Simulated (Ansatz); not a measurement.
# A decomposition energy, worked out: Sn4Se3

All numbers below come from Ansatz 0.2.0, DFT PBE, scalar-relativistic, plane waves, PAW. All cells share a 420 eV cutoff and Γ-centred k meshes spaced about 0.3 Å⁻¹ or finer (0.25 for metals, 2π included). No spin polarisation.

Formation energies are uncorrected and refer to the elements' standard structures at the same level. The references include grey tin.

Temperature and zero-point effects are left out. Weakly bound directions are ill-defined at this level, which has no dispersion term (SnSe Pnma). The reference form of Se is held partly by dispersion forces, which this level lacks.

A trial structure of Sn4Se3 (reached from: a cell proposed by chemical analogy; relaxed: space group P4/nmm (No. 129), a = 4.285 Å, c = 21.760 Å) has a formation energy of -0.302 eV/atom. At its composition the lowest mixture among the elements and 2 reference phases computed alike (others may be missing) consists of these:

```csv
phase,source,ΔE_f (eV/atom)
Sn (solid),element,0.000
SnSe (Pnma),Materials Project,-0.438
```

Question: Write the balanced decomposition and find its energy per atom, per formula unit and per mole of formula units.

Answer: Balancing Sn and Se gives Sn4Se3 → Sn + 3 SnSe. The left side holds 7 atoms, and the products take 1/7 (Sn) and 6/7 (SnSe) of them. The mixture therefore lies at 1/7 × (0.000) + 6/7 × (-0.438) = -0.375 eV/atom. The reaction energy is -0.375 − (-0.302) = -0.073 eV/atom. Times 7 atoms that is -0.511 eV per Sn4Se3, and times 96.485 it is -49 kJ per mole of Sn4Se3. Decomposition is downhill, so the trial structure is unstable against this mixture.

The trial Sn4Se3 is bound relative to the elements, yet it lies above the mixture of tin and SnSe by 0.073 eV/atom, so its negative formation energy does not make it stable. The likely reason is electron count. In SnSe, tin is divalent: its 5p electrons are formally transferred to selenium and the 5s pair is retained. Sn4Se3 has more tin than selenium can oxidise to that state, and the surplus electrons must enter Sn–Sn bonds or tin 5p-derived states. Segregating the excess as elemental tin probably accommodates them at lower energy, in keeping with the absence of a tin-rich selenide from the established phase diagram.

The elemental selenium reference cancels in this reaction, so an error in its energy does not affect the verdict. Any competing phase not considered could only leave the driving force unchanged or increase it. A different atomic arrangement at the same composition could, however, lie lower, and the downhill energy says nothing about the barrier to decomposition.
